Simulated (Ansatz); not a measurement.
SrO: a prediction, then the measurements

Theory: DFT PBE, scalar-relativistic, plane waves, PAW in Ansatz.

Plane waves to 420 eV, a k mesh through Γ of 8×8×8 on the computed 2-atom cell and Gaussian smearing (0.02 eV); no spin polarisation.

Relaxed structure, symmetry kept:

```xyz
2
Lattice="0.0000 2.5974 2.5974 2.5974 0.0000 2.5974 2.5974 2.5974 0.0000" Properties=species:S:1:pos:R:3 pbc="T T T"
Sr    2.5974    2.5974    2.5974
O     0.0000    0.0000    0.0000
```

| Quantity | Value |
| --- | --- |
| Space group | Fm-3m (No. 225) |
| Volume per atom | 17.52 Å³ |
| Formation energy from the elements' standard states (uncorrected) | -2.719 eV/atom |
| Kohn–Sham band gap | 3.33 eV |
| Löwdin character of the top 1 eV of the valence band | O 2p 92 %, unprojected 5 % |
| Bader charges (e) | Sr (1 in the cell) 1.49, O (1 in the cell) -1.49 |

**Experimental background.**

A printed reference work, data compilation reports, for a bulk crystal of SrO at 298.15 K: lattice constant a 5.1602 Å.

Against the measured lattice constant a of SrO, 5.1602 Å (298.15 K; a printed reference work, data compilation), the calculated 5.195 Å is off by +0.7 %. The calculation is for 0 K without zero-point motion.